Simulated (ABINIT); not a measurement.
Here is an ABINIT 10.8.3 (patched build) calculation.

The input run.abi:

```
ndtset 2

pp_dirpath "./"
pseudos "Bi.GGA_PBE-JTH.xml"

acell 3.4319383527 3.4319383527 3.4319383527 Angstrom
rprim
    -0.5773502692     0.5773502692     0.5773502692
     0.5773502692    -0.5773502692     0.5773502692
     0.5773502692     0.5773502692    -0.5773502692
ntypat 1
znucl 83
natom 1
typat 1
xred
     0.0000000000     0.0000000000     0.0000000000

ecut 408.170794 eV
pawecutdg 30.0

ixc -106132

occopt 3
tsmear 0.05 eV

nspinor 2
nspden 1
pawspnorb 1

nstep 100

iomode 3
prtwf 0
prteig 0
prtebands 0
enunit 1
prtden1 1

kptopt1 4
ngkpt1 9 9 9
nshiftk1 1
shiftk1 0.0 0.0 0.0
nband1 24
tolvrs1 1.0e-9

iscf2 -2
getden2 1
nband2 32
nbdbuf2 2
tolwfr2 1.0e-12
kptopt2 -5
ndivsm2 6
prteig2 1
prtvol2 -3
kptbounds2
     0.0000000000     0.0000000000     0.0000000000
     0.5000000000    -0.5000000000     0.5000000000
     0.0000000000     0.0000000000     0.5000000000
     0.0000000000     0.0000000000     0.0000000000
     0.2500000000     0.2500000000     0.2500000000
     0.5000000000    -0.5000000000     0.5000000000
```

Potentials or basis: JTH PAW PBE v2.0.

The run is started by

```console
$ abinit run.abi > log 2>&1
```

Problem. Predict the band gap on the k mesh.

Solution. None (metal or under the smearing width).

Levels at the corners of the path, in eV from the Fermi level:
| point | band 11 | band 12 | band 13 | band 14 | band 15 | band 16 | band 17 | band 18 |
| --- | --- | --- | --- | --- | --- | --- | --- | --- |
| Γ | -13.24 | -13.24 | 2.77 | 2.77 | 6.37 | 6.37 | 6.37 | 6.37 |
| H | -8.12 | -8.12 | -2.95 | -2.95 | -0.99 | -0.99 | -0.99 | -0.99 |
| N | -10.21 | -10.21 | -4.95 | -4.95 | 1.39 | 1.39 | 3.92 | 3.92 |
| Γ | -13.24 | -13.24 | 2.77 | 2.77 | 6.37 | 6.37 | 6.37 | 6.37 |
| P | -9.69 | -9.69 | -3.11 | -3.11 | -1.62 | -1.62 | -1.62 | -1.62 |
| H | -8.12 | -8.12 | -2.95 | -2.95 | -0.99 | -0.99 | -0.99 | -0.99 |
